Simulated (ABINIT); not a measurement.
Wanted: the native input for an ABINIT 10.8.3 (patched build) run.

```yaml
Task: relaxation of cell and atoms
Functional: LDA
Potentials_or_basis: JTH PAW LDA v2.0
Cutoff: 626 eV
k_mesh: 3 × 4 × 3
Occupations: fermi-dirac, width 0.05 eV
Spin: no spin polarisation
Cell_freedom_optcell: 2
Cutoff_smearing_ecutsm_Ha: 0.5
Optimiser_ionmov: 22
Force_stop_Ha/bohr: 5e-05
Fine-grid_cutoff: 1224.51 eV
```

HfO2:

```
Hf O
1.0
     5.21946    0.00000    0.00000
     0.00000    5.00476    0.00000
     0.00000    0.00000    5.03269
Hf O
4 8
Direct
  0.96699 0.73252 0.74144
  0.53301 0.73252 0.24144
  0.46699 0.26748 0.74144
  0.03301 0.26748 0.24144
  0.63213 0.92865 0.87927
  0.86787 0.92865 0.37927
  0.23395 0.53988 0.49229
  0.26605 0.53988 0.99229
  0.76605 0.46012 0.99229
  0.73395 0.46012 0.49229
  0.13213 0.07135 0.87927
  0.36787 0.07135 0.37927
```

Measurements of this composition are mostly on another form, of space group No. 14.

The input as run:

run.abi

```
# Pseudopotentials
pp_dirpath "./"
pseudos "Hf.LDA_PW-JTH.xml, O.LDA_PW-JTH.xml"

# Structure
acell 9.8633562679 9.4576326926 9.510396416
rprim
     1.0000000000     0.0000000000     0.0000000000
     0.0000000000     1.0000000000     0.0000000000
     0.0000000000     0.0000000000     1.0000000000
ntypat 2
znucl 72 8
natom 12
typat 1 1 1 1 2 2 2 2 2 2 2 2
xcart
     9.5378063309     6.9279128552     7.0513916473
     5.2572280709     6.9279128552     2.2961934393
     4.6061281970     2.5297198374     7.0513916473
     0.3255499370     2.5297198374     2.2961934393
     6.2348982461     8.7827870948     8.3621801982
     8.5601361558     8.7827870948     3.6069819902
     2.3075176011     5.1060155838     4.6818957815
     2.6241605328     5.1060155838     9.4370939895
     7.5558386668     4.3516171087     9.4370939895
     7.2391957351     4.3516171087     4.6818957815
     1.3032201121     0.6748455977     8.3621801982
     3.6284580218     0.6748455977     3.6069819902
chkprim 0
chksymtnons 0
tolsym 1.0e-6

# Plane-wave basis
ecut 23.0
pawecutdg 45.0
pawovlp -1

# k points
kptopt 1
ngkpt 3 4 3
nshiftk 1
shiftk 0.0 0.0 0.0

# Exchange and correlation
ixc 7

# Bands and occupations
nband 58
occopt 3
tsmear 0.05 eV

# SCF cycle
nstep 100
tolvrs 1.0e-9

# Output
iomode 3
prtwf 0
prtden 0
prteig 0
prtebands 0

# Relaxation
ionmov 22
ntime 60
tolmxf 5.0e-5
optcell 2
dilatmx 1.08
ecutsm 0.5
```

Potentials or basis: JTH PAW LDA v2.0.

Launch:

```console
$ mpirun --bind-to none -np 4 abinit run.abi > log 2>&1
```

It gave:

* Relaxed volume: 10.61 Å³/atom
* Relaxed cell: a = 5.161 Å, b = 4.958 Å, c = 4.978 Å, α = 90.00°, β = 90.00°, γ = 90.00°
* Space group after relaxing (to 0.05 Å): Pca2_1 (No. 29)
* Energy gained by relaxing: 8.7 meV/atom
* Ionic steps: 17
* Pressure after relaxing: 0.0 GPa
* Band gap on the k mesh: 4.35 eV, indirect (least direct gap 4.57 eV)

Caveat: spin-orbit coupling is left out, which moves the levels of the heavy elements; an odd mesh through Γ misses points on the zone boundary, where band edges often lie; the atomic spheres overlap.

It took 15 min on 4 MPI ranks on Arm Neoverse V2, on a shared host, peak memory 0.8 GiB a rank.
